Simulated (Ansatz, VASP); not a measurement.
Two plane-wave programs on Ta

```
Ta
1.0
     0.00000    3.83883    3.83883
     3.83883    0.00000    3.83883
     3.83883    3.83883    0.00000
Ta
6
Direct
  0.12500 0.12500 0.12500
  0.12500 0.12500 0.62500
  0.12500 0.62500 0.12500
  0.62500 0.12500 0.12500
  0.50000 0.50000 0.50000
  0.75000 0.75000 0.75000
```

Alike in both runs: functional PBE; k mesh 8 × 8 × 8; occupations gaussian, width 0.1 eV; no spin polarisation.

Ansatz relaxed the structure, and its values are those at the end. VASP's run is a single point on that final structure, the one shown.

```csv
,VASP,Ansatz
version,VASP 6.6.1,Ansatz 0.2.0
potentials or method,"VASP PAW PBE potentials, release 64 (Ta_pv)","scalar-relativistic, plane waves, PAW"
plane-wave cutoff (eV),520,420
valence electrons in the cell,66,78
```

```tsv
	VASP	Ansatz	Ansatz less VASP
gap on the k mesh at the Fermi level (eV)	none	none	-
pressure (GPa)	0.2	0.0	-0.16
```

A gap of «none» marks a metal or a gap that the smearing closes. The functional is the same, so the differences come from potentials, cutoffs and numerics. The two sets of potentials don't hold the same shells in valence.

Spin-orbit coupling is left out, which matters for the levels of Ta.
